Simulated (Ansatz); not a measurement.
In doubt: masses and optical values from hybrid runs of this build are listed as unsure, which bears on the screening that GW takes from such a start.

Rows from a G0W0 calculation on Ga8P7N (quasi-random alloy, started on the GaP lattice) (F-43m) (Ansatz 0.2.0; G0W0 on HSE06, plane waves, PAW; PAW set soft_1; 2×2×2 mesh, 295 empty bands, screening to 58 eV, PAW set soft_1 files), in eV. Spin-orbit coupling is left out.

| row | k | band | start | Σx | Σc at the solution | Vxc |
| --- | --- | --- | --- | --- | --- | --- |
| A | Γ | c4 | 10.171 | -7.462 | -3.736 | -11.277 |
| B | Γ | c2 | 9.579 | -6.853 | -3.687 | -10.541 |
| C | Γ | v4 | 6.579 | -16.984 | 2.095 | -15.082 |
| D | Γ | c1 | 7.974 | -8.951 | -3.530 | -12.703 |
| E | Γ | v1 | 7.518 | -17.740 | 1.897 | -16.058 |

Q: Work out each quasiparticle level and how far it moved.

The quasiparticle equation reads E = start + Σx + Σc(E) − Vxc.

| row | E (eV) | shift (eV) |
| --- | --- | --- |
| A | 10.250 | +0.079 |
| B | 9.581 | +0.001 |
| C | 6.773 | +0.194 |
| D | 8.195 | +0.221 |
| E | 7.733 | +0.215 |

Limits: not at the basis limit; mesh may overstate the screening; no spin-orbit coupling; coarse k mesh.

[Runs of the session that timed out or met a known fault of the program may be left out.]

[Cells called generated may have been cut or substituted from an entry of the Crystallography Open Database or the Materials Project.]

[Hosts, paths, dates, database ids (printed as entryN), source tags and the programs' standing remarks are cut or masked in the printed files.]
